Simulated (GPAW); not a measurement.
Al2Cu:

```
Cu Al
1.0
     4.10518    0.00000    0.00000
     0.00000    4.10518    0.00000
     0.00000    0.00000    2.89131
Cu Al
1 2
Direct
  0.00000 0.00000 0.00000
  0.00000 0.50000 0.50000
  0.50000 0.00000 0.50000
```

The cell comes from a database or a generator and needn't be the stable form of this composition.

| Quantity | Value |
| --- | --- |
| Program | GPAW 26.7.0 |
| Task | relaxation of cell and atoms |
| Functional | PBEsol |
| Dispersion | D3 |
| Potentials or basis | PAW data sets generated in the run's folder for this functional |
| Cutoff | 600 eV |
| Basis | pw |
| k mesh | 6 × 6 × 8 |
| Occupations | fermi-dirac, width 0.05 eV |
| Spin | no spin polarisation |

At the start: pressure -3.9 GPa; volume 16.24 Å³/atom.

Question: Where does the relaxation end?

Answer: Over 8 steps the energy falls by 13.1 meV/atom and the volume is 15.54 Å³/atom (-4.3 %); space group P4/mmm (No. 123, to 0.05 Å).

The path:
```csv
step,energy change (eV),largest force (eV/Å),pressure (GPa),volume (Å³)
1,0.0000,0.0000,-3.92,48.73
2,-0.0066,0.0000,-3.46,48.45
3,-0.0301,0.0000,0.52,46.36
4,-0.0307,0.0000,0.26,46.48
5,-0.0330,0.0000,-0.30,46.75
6,-0.0370,0.0000,-0.97,47.06
7,-0.0386,0.0000,-0.71,46.93
8,-0.0393,0.0000,-0.03,46.61
```

Final structure:
```yaml
crystal:
  lattice:
    - [4.09445, 0.00000, 0.00000]
    - [0.00000, 4.09445, 0.00000]
    - [0.00000, 0.00000, 2.78051]
  atoms:
    - { symbol: Cu, position: [0.00000, 0.00000, 0.00000] }
    - { symbol: Al, position: [0.00000, 0.50000, 0.50000] }
    - { symbol: Al, position: [0.50000, 0.00000, 0.50000] }
```

Caveat: with this Cu data set, volumes or pressures lay over 1.5 % or 2 GPa off other programs in two to four cells of ten; later steps reuse the first step's grids; pairwise dispersion overbinds metals, which lowers pressure and volume.
